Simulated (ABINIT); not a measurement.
Crystal: BAs.

```
As B
1.0
     0.00000    2.38850    2.38850
     2.38850    0.00000    2.38850
     2.38850    2.38850    0.00000
As B
1 1
Direct
  0.75000 0.75000 0.75000
  0.00000 0.00000 0.00000
```

Program: ABINIT 10.8.3 (patched build). Alike in all runs: cell as given; smearing fermi-dirac 0.05 eV.

Order these runs on this cell by their pressure, lowest first.
A. level LDA; potentials or basis PseudoDojo NC SR LDA v0.4.1 standard; spin off; k mesh 10 × 10 × 10; cutoff (eV) 1088; mesh quality not flagged
B. level PBEsol; potentials or basis JTH PAW PBE v2.0; spin off; k mesh 4 × 4 × 4; cutoff (eV) 408; fine-grid cutoff 816.342 eV; mesh quality coarse
C. level PBE; potentials or basis SPMS NC PBE v1.0; spin off; k mesh 10 × 10 × 10; cutoff (eV) 925; mesh quality not flagged
D. level RPBE; potentials or basis JTH PAW PBE v2.0; spin SOC, no magnetisation; k mesh 10 × 10 × 10; cutoff (eV) 408; fine-grid cutoff 816.342 eV; mesh quality not flagged

A (-4.2 GPa), B (-0.1 GPa), C (2.7 GPa), D (5.4 GPa).

Caveats: some runs use coarse meshes; the PAW data sets were made with another functional, which shifts forces and pressure a little (some runs).
